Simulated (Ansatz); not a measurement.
# InSb3: a listed cell, distorted in several ways

A set of self-consistent runs on InSb3 under moves of single atoms, further strains and shifts, other functionals, to map its energy surface near the listed cell.

Program: Ansatz 0.2.0. Level of theory: DFT PBE, scalar-relativistic, plane waves, PAW, unless a step's input says otherwise. These are calculated values, not measurements.

## 1. The system as given

Symmetry: Fm-3m, No. 225, cubic system. The conventional cell has a = 7.589 Å, b = 7.589 Å, c = 7.589 Å, α = 90.00°, β = 90.00°, γ = 90.00°. In (site symmetry m-3m) has 8 Sb at 3.29 Å as nearest neighbours. Sb (site symmetry -43m) is surrounded by 4 In at 3.29 Å and 4 Sb at 3.29 Å. Around Sb (site symmetry m-3m) lie 8 Sb at 3.29 Å.

Coordinates:

```xyz
4
Lattice="0.0000 3.7946 3.7946 3.7946 0.0000 3.7946 3.7946 3.7946 0.0000" Properties=species:S:1:pos:R:3 pbc="T T T"
In    0.0000    0.0000    0.0000
Sb    1.8973    1.8973    1.8973
Sb    5.6918    5.6918    5.6918
Sb    3.7946    3.7946    3.7946
```

The structure comes from the Materials Project (structure only).

## 2. Another functional, on a distorted cell: PBEsol

What differs from the listed cell: strain xx, yy, zz, yz, xz, xy = +0.0, +0.0, +0.0, +0.0, +0.0, +0.0 %.

input.yaml

```yaml
crystal:
  lattice:
    - [0.0, 3.7951241833, 3.7951241833]
    - [3.7951241833, 0.0, 3.7951241833]
    - [3.7951241833, 3.7951241833, 0.0]
  atoms:
    - { symbol: In, position: [0.0, 0.0, 0.0] }
    - { symbol: Sb, position: [0.25, 0.25, 0.25] }
    - { symbol: Sb, position: [0.75, 0.75, 0.75] }
    - { symbol: Sb, position: [0.5, 0.5, 0.5] }
basis:
  ecutwfc: 420
kpoints:
  mp_grid: { grid: [10, 10, 10] }
hamiltonian:
  xc: pbesol
scf:
  occupations: { method: gaussian, width: 0.1 }
output:
  forces: true
  stress: true
  eigenvalues: true
```

## 3. A single atom displaced

input.yaml

```yaml
crystal:
  lattice:
    - [0.0, 3.794555, 3.794555]
    - [3.794555, 0.0, 3.794555]
    - [3.794555, 3.794555, 0.0]
  atoms:
    - { symbol: In, position: [0.0, 0.0, 0.0] }
    - { symbol: Sb, position: [0.2381409019, 0.2618590981, 0.2618590981] }
    - { symbol: Sb, position: [0.75, 0.75, 0.75] }
    - { symbol: Sb, position: [0.5, 0.5, 0.5] }
basis:
  ecutwfc: 420
kpoints:
  mp_grid: { grid: [8, 8, 8] }
hamiltonian:
  xc: pbe
scf:
  occupations: { method: gaussian, width: 0.1 }
output:
  forces: true
  stress: true
  eigenvalues: true
  populations: true
```

## 4. A change within a subgroup

input.yaml

```yaml
crystal:
  lattice:
    - [0.0, 3.6736604777, 3.6736604777]
    - [3.7305788027, 0.0, 3.6736604777]
    - [3.7305788027, 3.6736604777, 0.0]
  atoms:
    - { symbol: In, position: [0.0, 0.0, 0.0] }
    - { symbol: Sb, position: [0.25, 0.25, 0.25] }
    - { symbol: Sb, position: [0.75, 0.75, 0.75] }
    - { symbol: Sb, position: [0.5, 0.5, 0.5] }
basis:
  ecutwfc: 420
kpoints:
  mp_grid: { grid: [10, 10, 10] }
hamiltonian:
  xc: pbe
scf:
  occupations: { method: gaussian, width: 0.1 }
output:
  forces: true
  stress: true
  eigenvalues: true
  populations: true
```

## 5. A change within a subgroup

input.yaml

```yaml
crystal:
  lattice:
    - [0.0588914936, 3.6666405509, 3.6976041198]
    - [3.7085324382, 0.0169996064, 3.739496007]
    - [3.7255320445, 3.7255320445, 0.0]
  atoms:
    - { symbol: In, position: [0.0, 0.0, -0.0360422368] }
    - { symbol: Sb, position: [0.2304369651, 0.3042570221, 0.2222285003] }
    - { symbol: Sb, position: [0.7695630349, 0.6957429779, 0.7569224875] }
    - { symbol: Sb, position: [0.5, 0.5, 0.556891249] }
basis:
  ecutwfc: 420
kpoints:
  mp_grid: { grid: [10, 10, 10] }
hamiltonian:
  xc: pbe
scf:
  occupations: { method: gaussian, width: 0.1 }
output:
  forces: true
  stress: true
  eigenvalues: true
  populations: true
```

## 6. A distortion that keeps the symmetry

input.yaml

```yaml
crystal:
  lattice:
    - [0.0, 3.831400129, 3.831400129]
    - [3.831400129, 0.0, 3.831400129]
    - [3.831400129, 3.831400129, 0.0]
  atoms:
    - { symbol: In, position: [0.0, 0.0, 0.0] }
    - { symbol: Sb, position: [0.25, 0.25, 0.25] }
    - { symbol: Sb, position: [0.75, 0.75, 0.75] }
    - { symbol: Sb, position: [0.5, 0.5, 0.5] }
basis:
  ecutwfc: 420
kpoints:
  mp_grid: { grid: [10, 10, 10] }
hamiltonian:
  xc: pbe
scf:
  occupations: { method: gaussian, width: 0.1 }
output:
  forces: true
  stress: true
  eigenvalues: true
  populations: true
```

What does the calculation give? Wanted: for each run, case; energy; pressure; largest force.

The runs gave:

| step | case | energy (meV/atom) | pressure (GPa) | largest force (eV/Å) | gap on the mesh (eV) |
| --- | --- | --- | --- | --- | --- |
| 2 | another functional, on a distorted cell: PBEsol | n/a | -3.1 | 0.00 | 0.00 |
| 3 | a single atom displaced | +0.0 | -0.2 | 0.17 | 0.00 |
| 4 | a change within a subgroup | +30.2* | 5.1 | 0.00 | 0.00 |
| 5 | a change within a subgroup | +156.5* | 8.7 | 1.65 | 0.00 |
| 6 | a distortion that keeps the symmetry | +4.0* | -1.5 | 0.00 | 0.00 |

Energies are counted from step 3, with the smearing taken to zero; a star marks another k mesh, which can shift energies by itself, so starred rows don't rank against the others. Other atoms or functionals have another zero of energy (n/a). A gap of 0.00 means none on the mesh at this level.

**Reading.** Among the distorted cells of the listed formula and level the largest force, 1.65 eV/Å, acts on Sb4 in step 5. The distorted cells of the listed formula and level show no gap on the mesh. Spin-orbit coupling is left out for Sb.
